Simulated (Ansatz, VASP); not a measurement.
## One calculation of BN, 3 ways

The starting cell:

```xyz
2
Lattice="0.0000 1.8130 1.8130 1.8130 0.0000 1.8130 1.8130 1.8130 0.0000" Properties=species:S:1:pos:R:3 pbc="T T T"
N     0.9065    0.9065    0.9065
B     0.0000    0.0000    0.0000
```

The cell is a database's computed one, not the measured one.

Alike in all runs: task relaxation of cell and atoms; functional PBE; dispersion D3(BJ); k mesh 13 × 13 × 13; occupations fermi-dirac, width 0.05 eV; no spin polarisation; no spin-orbit coupling.

| program and potentials | plane-wave cutoff (eV) | notes | equilibrium volume (Å³/atom) |
| --- | --- | --- | --- |
| Ansatz, Ansatz PAW | 420 | - | 5.86 |
| Ansatz, all-electron LAPW, scalar-relativistic | - | - | 5.86 |
| VASP, PBE PAW files B, N, 600 eV | 600 | - | 5.86 |

All agree on the equilibrium volume. Relaxations stop with a little pressure left, so the last digit of a volume isn't settled.

Differences between rows come from potentials, basis sets and numerical settings, since the functional is the same but for its coding. Runs on potential files found faulty are left out.
